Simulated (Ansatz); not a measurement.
# NaH: from a migration barrier to a jump rate

The calculation used Ansatz, DFT PBE, scalar-relativistic, plane waves, PAW. Settings: plane waves to 420 eV, k-mesh 4×4×4 (Γ-centred), Gaussian smearing 0.05 eV. No spin polarisation.

In a supercell of 16 sites an atom of H jumps into a neighbouring H vacancy, a = 3.42 Å from site to site in the perfect crystal, with a cell charge of +1 (uniform background, no finite-size correction). A nudged elastic band with 7 inner images puts the highest image 0.388 eV above the start and 0.388 eV above the end. Take it as the barrier; the order of the saddle wasn't checked, and the cell is small.

With an assumed attempt frequency of 10¹³ s⁻¹, how often does the jump happen, and how fast does the vacancy diffuse?

Transition-state theory gives Γ = ν exp(−E/k_BT), and one such jump direction contributes Γa²/6 to the vacancy's diffusion coefficient averaged over directions:

```csv
T (K),E/k_BT,Γ (1/s),Γa²/6 (cm²/s)
300,15.0,3.1 × 10^6,5.9 × 10^-10
600,7.5,5.5 × 10^9,1.1 × 10^-6
1000,4.5,1.1 × 10^11,2.2 × 10^-5
1500,3.0,5.0 × 10^11,9.7 × 10^-5
```

The rate reaches one jump a second at T = E/(k_B ln 10¹³) = 150 K. The number of equivalent jumps multiplies D if they link up through the crystal; a hop between two sites alone gives no long-range diffusion, which then waits on a higher barrier. In either case the atoms' own diffusion carries the vacancy concentration and a correlation factor besides. Rows above the melting point are formal, and so are rows where E/k_BT falls under about 3, since the theory needs rare jumps.

How much does an error of 0.1 eV in the barrier matter?

It multiplies the rate by exp(0.1 eV/k_BT): 48 at 300 K and 3.2 at 1000 K, more than the usual doubt about ν at low temperature.

Cost: 1 run of about 9.8 core-minutes, on Intel Xeon Platinum 8375C (Ice Lake) (shared hosts).